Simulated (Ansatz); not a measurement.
A computed series for TlCl: response to strain

Base system: TlCl in the CsCl type structure (space group Pm-3m, No. 221; a = 3.769 Å). Axes: x, y, z lie along the cube axes.

Strains are applied to the cell and any free atomic positions relax; under biaxial strain the out-of-plane vector relaxes too.

Level of theory: PBEsol/PAW in Ansatz (a first-principles code), no spin-orbit coupling.

Notes on the quantities. energy relative to the base: free energy F.

```json
[
 {"biaxial strain, plane normal [111], relaxed out of plane (%)": "0", "energy relative to the base (meV/atom)": "0.0"},
 {"biaxial strain, plane normal [111], relaxed out of plane (%)": "0.42", "energy relative to the base (meV/atom)": "0.1"},
 {"biaxial strain, plane normal [111], relaxed out of plane (%)": "0.83", "energy relative to the base (meV/atom)": "0.5"},
 {"biaxial strain, plane normal [111], relaxed out of plane (%)": "1.25", "energy relative to the base (meV/atom)": "1.1"},
 {"biaxial strain, plane normal [111], relaxed out of plane (%)": "1.67", "energy relative to the base (meV/atom)": "?"},
 {"biaxial strain, plane normal [111], relaxed out of plane (%)": "2.08", "energy relative to the base (meV/atom)": "3.1"},
 {"biaxial strain, plane normal [111], relaxed out of plane (%)": "2.5", "energy relative to the base (meV/atom)": "4.4"}
]
```

Q: Fit ΔE = Aε² + Bε³ (ε in %) to the rows shown and predict the withheld row.

A: Least squares on the printed values gives A = 0.730 and B = -0.0096 meV/atom (largest residual 0.0 meV/atom); this predicts 2.0 meV/atom, and the run gives 2.0 meV/atom, in agreement.

Whether these cells are dynamically stable was not tested.
